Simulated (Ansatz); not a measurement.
W in Ansatz: convergence with k mesh

Input of the first run (k mesh 4 × 4 × 4); the others differ in this setting and in those tied to it:

Contents of input.yaml:

```yaml
crystal:
  lattice:
    - [-1.544801, 1.615076, 1.631025]
    - [1.571146, -1.545247, 1.587541]
    - [1.545696, 1.546143, -1.561196]
  atoms:
    - { symbol: W, position: [0.010931, 0.007703, 0.022973] }
hamiltonian:
  xc: pbe
  pseudopotentials: { kind: paw, source: jth }
kpoints:
  mp_grid: { grid: [4, 4, 4] }
scf:
  occupations: { method: fermi_dirac, width: 0.05 }
output:
  forces: true
  stress: true
  eigenvalues: true
```

Potentials or basis: JTH PAW.

Launch:

```bash
$ ansatz run input.yaml --threads 2 --pin off --max-ram 5632MiB --backend cpu --events-out ev --progress --plain --runs-dir out
```

The cell isn't the ideal one: cell strained at random at fixed volume.

Hardware: 2 threads of Intel(R) Xeon(R) Processor @ 2.50GHz (Skylake/Cascade Lake), with other jobs on the host.

Problem. The values tried are 4 × 4 × 4, 4 × 4 × 5, 5 × 6 × 6, 7 × 7 × 7, 8 × 8 × 9, 10 × 10 × 11, 13 × 13 × 13, 16 × 16 × 16, 19 × 19 × 19, loosest first. From which on does the pressure stay within 0.1 GPa of the tightest run that finished?

Solution. From 13 × 13 × 13 on.

| k mesh | energy less the tightest run, at zero smearing (meV/atom) | pressure (GPa) | SCF cycles | CPU time (s) | peak memory (GiB) |
| --- | --- | --- | --- | --- | --- |
| 4 × 4 × 4 | 172.69 | 5.87 | 6 | 3.9 | 0.32 |
| 4 × 4 × 5 | 43.92 | 6.26 | 6 | 4.2 | 0.33 |
| 5 × 6 × 6 | -49.87 | 5.47 | 6 | 8.6 | 0.39 |
| 7 × 7 × 7 | 63.93 | 7.15 | 6 | 14 | 0.44 |
| 8 × 8 × 9 | -10.34 | 6.54 | 6 | 27 | 0.53 |
| 10 × 10 × 11 | 8.08 | 6.92 | 6 | 49 | 0.71 |
| 13 × 13 × 13 | -9.62 | 6.51 | 6 | 94 | 1.1 |
| 16 × 16 × 16 | -3.14 | 6.51 | 6 | 170 | 1.8 |
| 19 × 19 × 19 | 0.00 | 6.60 | 6 | 310 | 2.8 |

Not settled before the last step: the energy (to 1 meV/atom). Meshes of other sizes hit other points, so gaps and Fermi surfaces needn't settle smoothly. The tightest run that finished is the yardstick and may itself not be fully converged.

The run has no spin-orbit coupling, so splittings on W are missing.
